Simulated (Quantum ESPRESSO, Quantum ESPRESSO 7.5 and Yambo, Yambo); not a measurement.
**GaN (F-43m): a self-consistent loop beyond G0W0, cycle by cycle**

Aim: iterate the self-energy on GaN (F-43m) and follow the gap from cycle to cycle.

Method: PBE and many-body steps on it, plane waves, in Quantum ESPRESSO 7.5 and Yambo 5.3.0.

**What was measured.**

- Gap 3.23 eV: absorption onset (direct gap at Gamma) of unexcited film, from imaginary part of dielectric function; spectroscopic ellipsometry (steady-state reference of time-resolved measurement); 300 K; film on 3C-SiC/Si(001) (“Femtosecond pump-probe absorption edge spectroscopy of cubic GaN”, 2022, arxiv:2206.02223).

This is a report of a sequence of runs, with most program output left out.

**1. The structure**

It takes space group F-43m (No. 216, cubic). The conventional cell has a = 4.507 Å, b = 4.507 Å, c = 4.507 Å, α = 90.00°, β = 90.00°, γ = 90.00°. Nearest to Ga lie 4 N at 1.95 Å. N has 4 Ga at 1.95 Å nearest. Farther neighbours and most contacts between anions are not listed.

Coordinates:

```cif
data_structure
_symmetry_space_group_name_H-M 'F-43m'
_symmetry_Int_Tables_number 216
_cell_length_a 4.5070
_cell_length_b 4.5070
_cell_length_c 4.5070
_cell_angle_alpha 90.000
_cell_angle_beta 90.000
_cell_angle_gamma 90.000
_cell_volume 91.55
loop_
_atom_site_label
_atom_site_type_symbol
_atom_site_symmetry_multiplicity
_atom_site_Wyckoff_symbol
_atom_site_fract_x
_atom_site_fract_y
_atom_site_fract_z
_atom_site_occupancy
Ga1 Ga 4 a 0.00000 0.00000 0.00000 1
N1 N 4 c 0.25000 0.25000 0.25000 1
```

The cell and positions are those that the Materials Project relaxed with its own functionals (PBE, PBE+U or r2SCAN), kept fixed. This is not the form that GaN usually takes at ambient conditions.

**2. Empty states on the mesh, 4×4×4 mesh, 108 bands**

This step: Quantum ESPRESSO 7.5; DFT, PBE, plane waves, norm-conserving pseudopotentials.

The sums over transitions need many empty states on a uniform mesh; this step solves for them.

Contents of pw.in:

```
&control
  calculation = 'nscf'
  prefix = 'x'
  outdir = 'o'
  pseudo_dir = 'pseudo'
/
&system
  ibrav = 0
  nat = 2
  ntyp = 2
  ecutwfc = 104.0
  nbnd = 108
  force_symmorphic = .true.
/
&electrons
  conv_thr = 1e-9
  electron_maxstep = 80
  diago_full_acc = .true.
  diago_thr_init = 5e-6
/
ATOMIC_SPECIES
  Ga 69.723 Ga.upf
  N 14.007 N.upf
CELL_PARAMETERS angstrom
  0.0000000000 2.2535006075 2.2535006075
  2.2535006075 0.0000000000 2.2535006075
  2.2535006075 2.2535006075 0.0000000000
ATOMIC_POSITIONS crystal
  Ga 0.0000000000 0.0000000000 0.0000000000
  N 0.7500000000 0.7500000000 0.7500000000
K_POINTS automatic
  4 4 4 0 0 0
```

The run is started by

```bash
> OMP_NUM_THREADS=1 mpirun -n 8 pw.x -nk 4 -in pw.in > pw.out
```

Run time: 5.3 s. Hardware: 8 MPI ranks of Intel Xeon Platinum 8375C at 2.90GHz (Ice Lake), shared host; peak memory 0.51 GiB; 40 s of CPU time.

This step gave:

```yaml
gap: 1.753 eV
k_of_the_valence_top: 0, 0, 0
k_of_the_conduction_bottom: 0, 0, 0
least_direct_gap: 1.753 eV
k_points_computed: 8
lowest_point_of_the_top_converged_band_above_the_valence_top: 134.2339 eV
```

On this mesh the gap is 1.753 eV.

The density comes from a self-consistent run that is not shown.

**3. Conversion and set-up**

This step: Yambo 5.3.0; conversion and set-up on PBE, plane waves, norm-conserving pseudopotentials.

The states are converted to the many-body program's format and the q mesh is built.

The run is started by

```bash
> (cd o/x.save; p2y > p2y.log; mv SAVE ../..); yambo > setup.log
```

Wall time 4 s (1 MPI rank); peak memory 0.24 GiB.

**4. G0W0**

Now the one-shot GW correction: screening in the RPA, then the self-energy of the levels asked for.

This step: G0W0 on PBE, plane waves, norm-conserving pseudopotentials.

Contents of gw1.in:

```
HF_and_locXC
gw0
dyson
ppa
em1d
rim_cut
RandQpts= 1000000
RandGvec= 1 RL
EXXRLvcs= 104 Ry
VXCRLvcs= 416 Ry
Chimod= "HARTREE"
% BndsRnXp
 1 | 108 |
%
NGsBlkXp= 15.5 Ry
% LongDrXp
 1 | 1 | 1 |
%
% GbndRnge
 1 | 108 |
%
DysSolver= "n"
ExtendOut
PPAPntXp= 27.21138 eV
% QPkrange
 1 | 8 | 10 | 17 |
%
```

The run is started by

```bash
> OMP_NUM_THREADS=1 mpirun -n 8 yambo -F gw1.in -J gw1 -C gw1 > gw1.log
```

The job ended after 3.4 min (8 MPI ranks; peak memory 3.1 GiB; 26 min of CPU time).

This step gave:

| Property | Result |
| --- | --- |
| G0W0 gap on the mesh | 2.560 eV |
| starting gap on the mesh | 1.753 eV |
| k of the valence top | 0, 0, 0 |
| k of the conduction bottom | 0, 0, 0 |
| least direct G0W0 gap on the computed points | 2.560 eV |
| Z at the valence top | 0.7860 |
| Z at the conduction bottom | 0.8130 |

The gap on the mesh goes from 1.75 eV to 2.56 eV, a correction of +0.81 eV.

**5. evGW0, cycle 1**

This step: evGW0 on PBE, plane waves, norm-conserving pseudopotentials.

gw2.in, as its differences from gw1.in of step 4:

```diff
@@ -27 +27,2 @@
 %
+GfnQPdb= "E < ./gw1/ndb.QP"
```

The run is started by

```bash
> OMP_NUM_THREADS=1 mpirun -n 8 yambo -F gw2.in -J gw2,gw1_W -C gw2 > gw2.log
```

It took 2.9 min on 8 MPI ranks; peak memory 3 GiB.

Numbers from this step:

```yaml
quasiparticle_gap_on_the_mesh: 2.662 eV
gap_of_the_density_functional_on_the_mesh: 1.753 eV
k_of_the_valence_top: 0, 0, 0
k_of_the_conduction_bottom: 0, 0, 0
least_direct_quasiparticle_gap_on_the_computed_points: 2.662 eV
z_at_the_valence_top: 0.7904
z_at_the_conduction_bottom: 0.8223
```

Against G0W0 in Yambo (4×4×4 mesh, 108 bands, screening to 210.9 eV, Godby-Needs plasmon pole), the gap moves by +0.102 eV.

The program's own table gives 2.806 eV, which is too large where the input levels are shifted: this version takes Σc at the unshifted level E₀, yet steps from the shifted one. The value above is the Newton step from E₀, E₀ + Z(Σc + Σx − Vxc), rebuilt from the printed columns.

**6. evGW0, cycle 2**

The corrected levels of the last cycle go back in.

gw3.in, as its differences from gw2.in of step 5:

```diff
@@ -27,2 +27,2 @@
 %
-GfnQPdb= "E < ./gw1/ndb.QP"
+GfnQPdb= "E < ./gw2_fix/ndb.QP"
```

The run is started by

```bash
> OMP_NUM_THREADS=1 mpirun -n 8 yambo -F gw3.in -J gw3,gw1_W -C gw3 > gw3.log
```

The job ended after 2.8 min (8 MPI ranks; peak memory 3 GiB; 22 min of CPU time).

Numbers from this step:

```yaml
quasiparticle_gap_on_the_mesh: 2.675 eV
gap_of_the_density_functional_on_the_mesh: 1.753 eV
k_of_the_valence_top: 0, 0, 0
k_of_the_conduction_bottom: 0, 0, 0
least_direct_quasiparticle_gap_on_the_computed_points: 2.675 eV
```

Against the cycle before, the gap moves by +0.013 eV.

The program's own table gives 2.835 eV, which is too large where the input levels are shifted: this version takes Σc at the unshifted level E₀, yet steps from the shifted one. The value above is the Newton step from E₀, E₀ + Z(Σc + Σx − Vxc), rebuilt from the printed columns.

**7. evGW0, cycle 3**

gw4.in, as its differences from gw3.in of step 6:

```diff
@@ -27,2 +27,2 @@
 %
-GfnQPdb= "E < ./gw2_fix/ndb.QP"
+GfnQPdb= "E < ./gw3_fix/ndb.QP"
```

The run is started by

```bash
> OMP_NUM_THREADS=1 mpirun -n 8 yambo -F gw4.in -J gw4,gw1_W -C gw4 > gw4.log
```

It took 2.4 min on 8 MPI ranks; peak memory 3 GiB; 19 min of CPU time.

Numbers from this step:

| Item | Value |
| --- | --- |
| quasiparticle gap on the mesh | 2.677 eV |
| gap of the density functional on the mesh | 1.753 eV |
| k of the valence top | 0, 0, 0 |
| k of the conduction bottom | 0, 0, 0 |
| least direct quasiparticle gap on the computed points | 2.677 eV |

Against the cycle before, the gap moves by +0.002 eV.

The program's own table gives 2.839 eV, which is too large where the input levels are shifted: this version takes Σc at the unshifted level E₀, yet steps from the shifted one. The value above is the Newton step from E₀, E₀ + Z(Σc + Σx − Vxc), rebuilt from the printed columns.

**8. evGW, cycle 1**

This step: evGW on PBE, plane waves, norm-conserving pseudopotentials.

gw5.in, as its differences from gw4.in of step 7:

```diff
@@ -27,2 +27,3 @@
 %
-GfnQPdb= "E < ./gw3_fix/ndb.QP"
+GfnQPdb= "E < ./gw1/ndb.QP"
+XfnQPdb= "E < ./gw1/ndb.QP"
```

The run is started by

```bash
> OMP_NUM_THREADS=1 mpirun -n 8 yambo -F gw5.in -J gw5 -C gw5 > gw5.log
```

It took 3.3 min on 8 MPI ranks; peak memory 3.1 GiB.

Numbers from this step:

```
quasiparticle gap on the mesh                         : 2.852 eV
gap of the density functional on the mesh             : 1.753 eV
k of the valence top                                  : 0, 0, 0
k of the conduction bottom                            : 0, 0, 0
least direct quasiparticle gap on the computed points : 2.852 eV
```

Against G0W0 in Yambo (4×4×4 mesh, 108 bands, screening to 210.9 eV, Godby-Needs plasmon pole), the gap moves by +0.291 eV.

The program's own table gives 2.986 eV, which is too large where the input levels are shifted: this version takes Σc at the unshifted level E₀, yet steps from the shifted one. The value above is the Newton step from E₀, E₀ + Z(Σc + Σx − Vxc), rebuilt from the printed columns.

**9. evGW, cycle 2**

gw6.in, as its differences from gw5.in of step 8:

```diff
@@ -27,3 +27,3 @@
 %
-GfnQPdb= "E < ./gw1/ndb.QP"
-XfnQPdb= "E < ./gw1/ndb.QP"
+GfnQPdb= "E < ./gw5_fix/ndb.QP"
+XfnQPdb= "E < ./gw5_fix/ndb.QP"
```

The run is started by

```bash
> OMP_NUM_THREADS=1 mpirun -n 8 yambo -F gw6.in -J gw6 -C gw6 > gw6.log
```

Wall time 3.8 min (8 MPI ranks); peak memory 3.1 GiB.

Numbers from this step:

* quasiparticle gap on the mesh: 2.944 eV
* gap of the density functional on the mesh: 1.753 eV
* k of the valence top: 0, 0, 0
* k of the conduction bottom: 0, 0, 0
* least direct quasiparticle gap on the computed points: 2.944 eV

Against the cycle before, the gap moves by +0.092 eV.

The program's own table gives 3.119 eV, which is too large where the input levels are shifted: this version takes Σc at the unshifted level E₀, yet steps from the shifted one. The value above is the Newton step from E₀, E₀ + Z(Σc + Σx − Vxc), rebuilt from the printed columns.

**10. evGW, cycle 3**

gw7.in, as its differences from gw6.in of step 9:

```diff
@@ -27,3 +27,3 @@
 %
-GfnQPdb= "E < ./gw5_fix/ndb.QP"
-XfnQPdb= "E < ./gw5_fix/ndb.QP"
+GfnQPdb= "E < ./gw6_fix/ndb.QP"
+XfnQPdb= "E < ./gw6_fix/ndb.QP"
```

The run is started by

```bash
> OMP_NUM_THREADS=1 mpirun -n 8 yambo -F gw7.in -J gw7 -C gw7 > gw7.log
```

Wall time 3.3 min (8 MPI ranks); peak memory 3.1 GiB; 26 min of CPU time.

Numbers from this step:

```yaml
quasiparticle_gap_on_the_mesh: 2.971 eV
gap_of_the_density_functional_on_the_mesh: 1.753 eV
k_of_the_valence_top: 0, 0, 0
k_of_the_conduction_bottom: 0, 0, 0
least_direct_quasiparticle_gap_on_the_computed_points: 2.971 eV
```

Against the cycle before, the gap moves by +0.028 eV.

The program's own table gives 3.159 eV, which is too large where the input levels are shifted: this version takes Σc at the unshifted level E₀, yet steps from the shifted one. The value above is the Newton step from E₀, E₀ + Z(Σc + Σx − Vxc), rebuilt from the printed columns.

**11. evGW, cycle 4**

gw8.in, as its differences from gw7.in of step 10:

```diff
@@ -27,3 +27,3 @@
 %
-GfnQPdb= "E < ./gw6_fix/ndb.QP"
-XfnQPdb= "E < ./gw6_fix/ndb.QP"
+GfnQPdb= "E < ./gw7_fix/ndb.QP"
+XfnQPdb= "E < ./gw7_fix/ndb.QP"
```

The run is started by

```bash
> OMP_NUM_THREADS=1 mpirun -n 8 yambo -F gw8.in -J gw8 -C gw8 > gw8.log
```

The job ended after 2.8 min (8 MPI ranks; peak memory 3.1 GiB; 22 min of CPU time).

This step gave:

| Item | Value |
| --- | --- |
| quasiparticle gap on the mesh | 2.980 eV |
| gap of the density functional on the mesh | 1.753 eV |
| k of the valence top | 0, 0, 0 |
| k of the conduction bottom | 0, 0, 0 |
| least direct quasiparticle gap on the computed points | 2.980 eV |

Against the cycle before, the gap moves by +0.009 eV.

The program's own table gives 3.172 eV, which is too large where the input levels are shifted: this version takes Σc at the unshifted level E₀, yet steps from the shifted one. The value above is the Newton step from E₀, E₀ + Z(Σc + Σx − Vxc), rebuilt from the printed columns.

**12. Side by side**

Times are wall times on 8 MPI ranks of Intel Xeon Platinum 8375C at 2.90GHz (Ice Lake), shared host, good to a factor of about two.

| run | mesh | bands | screening cutoff (eV) | DFT gap (eV) | gap on the mesh (eV) | direct (eV) | time |
| --- | --- | --- | --- | --- | --- | --- | --- |
| G0W0 | 4×4×4 | 108 | 210.9 | 1.753 | 2.560 | 2.560 | 3.4 min |
| evGW0, cycle 1 | 4×4×4 | 108 | 210.9 | 1.753 | 2.662 | 2.662 | 2.9 min |
| evGW0, cycle 2 | 4×4×4 | 108 | 210.9 | 1.753 | 2.675 | 2.675 | 2.8 min |
| evGW0, cycle 3 | 4×4×4 | 108 | 210.9 | 1.753 | 2.677 | 2.677 | 2.4 min |
| evGW, cycle 1 | 4×4×4 | 108 | 210.9 | 1.753 | 2.852 | 2.852 | 3.3 min |
| evGW, cycle 2 | 4×4×4 | 108 | 210.9 | 1.753 | 2.944 | 2.944 | 3.8 min |
| evGW, cycle 3 | 4×4×4 | 108 | 210.9 | 1.753 | 2.971 | 2.971 | 3.3 min |
| evGW, cycle 4 | 4×4×4 | 108 | 210.9 | 1.753 | 2.980 | 2.980 | 2.8 min |

**13. Summary of results**

| Property | Result |
| --- | --- |
| G0W0 | 2.560 eV |
| evGW0, cycle 1 | 2.662 eV |
| evGW0, cycle 2 | 2.675 eV |
| evGW0, cycle 3 | 2.677 eV |
| evGW, cycle 1 | 2.852 eV |
| evGW, cycle 2 | 2.944 eV |
| evGW, cycle 3 | 2.971 eV |
| evGW, cycle 4 | 2.980 eV |
| known limits | not at the basis limit; no spin-orbit coupling; coarse k mesh |

evGW0 ends at 2.68 eV, +0.12 eV from G0W0, after 3 cycles that took 8.1 min beside the first screening; the last moved the gap by 0.002 eV. evGW ends at 2.98 eV, +0.42 eV from G0W0, after 4 cycles that took 13 min beside the first screening; the last moved the gap by 0.009 eV. Against experiment, by evGW, cycle 4: the direct gap of 2.98 eV lies −0.25 eV from the measured 3.23 eV (exciton, 300 K, on 3C-SiC/Si(001), 2022). An exciton line or allowed optical edge lies below the quasiparticle gap by the binding energy; a forbidden edge can push the onset above it. These are gaps on the mesh, at modest bands and cutoff. The calculation has static nuclei and no excitons; a measured gap holds zero-point and thermal motion, which mostly lowers it. Bands and cutoff are finite, so the gap is not at the basis limit. The miss can reach some tenths of an eV and take either sign; the mesh is an error of its own. The 4×4×4 mesh is coarse for this cell, which bears on the long-range parts of exchange and screening. The many-body steps are scalar-relativistic: spin-orbit coupling is not in them.

[Paths, hosts, dates, memory and timing lines, banners, echoed tables and standing remarks are left out of the program output.]

[Logs are printed without paths, hosts, clocks, repeated set-up lines and the standing remarks that a program may print on its own settings, such as how far it seeks lower states.]

[Runs of the session that timed out or met a known fault of the program may be left out.]

[Hosts, paths, dates, database ids (printed as entryN), source tags and the programs' standing remarks are cut or masked in the printed files.]
